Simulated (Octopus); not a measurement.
BaTiO3:

```
CELL_PARAMETERS angstrom
3.99980 0.00000 0.00000
0.00000 3.99980 0.00000
0.00000 0.00000 4.01800
ATOMIC_POSITIONS crystal
Ba 0.00000 0.00000 0.00000
Ti 0.50000 0.50000 0.49000
O 0.00000 0.50000 0.51700
O 0.50000 0.00000 0.51700
O 0.50000 0.50000 0.01900
```

Base run:

* Program: Octopus 16.4
* Functional: PBE
* Potentials or basis: pseudodojo_pbe (PseudoDojo 0.5, PBE)
* Grid spacing: 0.118 Å
* k mesh: 7 × 7 × 7
* Occupations: fermi-dirac, width 0.05 eV
* Spin: no spin polarisation

Its results: band gap on the k mesh 1.95 eV, indirect (least direct gap 2.11 eV); largest force 0.301 eV/Å.

Question: The run is repeated on the same cell with these changes: functional from PBE to PBEsol; potentials or basis from pseudodojo_pbe (PseudoDojo 0.5, PBE) to pseudodojo_pbesol (PseudoDojo 0.4, PBEsol). What comes out?

Answer: Band gap on the k mesh 1.88 eV, indirect (least direct gap 2.06 eV); largest force 0.353 eV/Å.

Caveats: the files of the heavy main-group elements may lack f projectors, which makes oxides come out too large; spin-orbit coupling is left out, which moves the levels of the heavy elements; an odd mesh through Γ misses points on the zone boundary, where band edges often lie.

Not every run made on this cell is shown here.
